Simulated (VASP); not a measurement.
Runs of VASP 6.6.1 on MnO. Symmetry: Cm, No. 8, monoclinic system. The conventional cell has a = 5.943 Å, b = 3.434 Å, c = 3.440 Å, α = 90.00°, β = 125.23°, γ = 90.00°. Mn (site symmetry m) is surrounded by 4 O at 2.10 Å. O (site symmetry m) is surrounded by 4 Mn at 2.10 Å. The cell comes from a database or a generator and needn't be the stable form of this composition.

```tsv
level	potentials or basis	pressure (GPa)	moment (μB)
LDA	VASP PAW LDA potentials, release 64 (Mn_pv, O)	-13.3	4.92
revPBE	VASP PAW PBE potentials, release 64 (Mn_pv, O)	-0.9	5.00
BLYP	VASP PAW PBE potentials, release 64 (Mn_pv, O)	(a)	4.99
SCAN	VASP PAW PBE potentials, release 64 (Mn_pv, O)	-6.7	5.00
PBEsol	VASP PAW PBE potentials, release 64 (Mn_pv, O)	(c)	5.00
TPSS	VASP PAW PBE potentials, release 64 (Mn_pv, O)	-5.5	5.00
PW91	VASP PAW PBE potentials, release 64 (Mn_pv, O)	(d)	4.99
AM05	VASP PAW PBE potentials, release 64 (Mn_pv, O)	(b)	5.00
PBE	VASP PAW PBE potentials, release 64 (Mn_pv, O)	-3.6	5.00
RPBE	VASP PAW PBE potentials, release 64 (Mn_pv, O)	0.1	5.00
r2SCAN	VASP PAW PBE potentials, release 64 (Mn_pv, O)	-5.9	5.00
```

Alike in all rows: task band structure; spin collinear, ferromagnetic start; cell as given; k mesh 7 × 7 × 7; cutoff (eV) 520; smearing fermi-dirac 0.05 eV.

Q: Estimate the missing entries.

A: (a) -0.1; (b) -7.4; (c) -8.1; (d) -3.9.

Caveats: a cell with one magnetic atom can't hold antiferromagnetic order, which such compounds often take; the PAW data sets were made with another functional, which shifts forces and pressure a little (some runs).
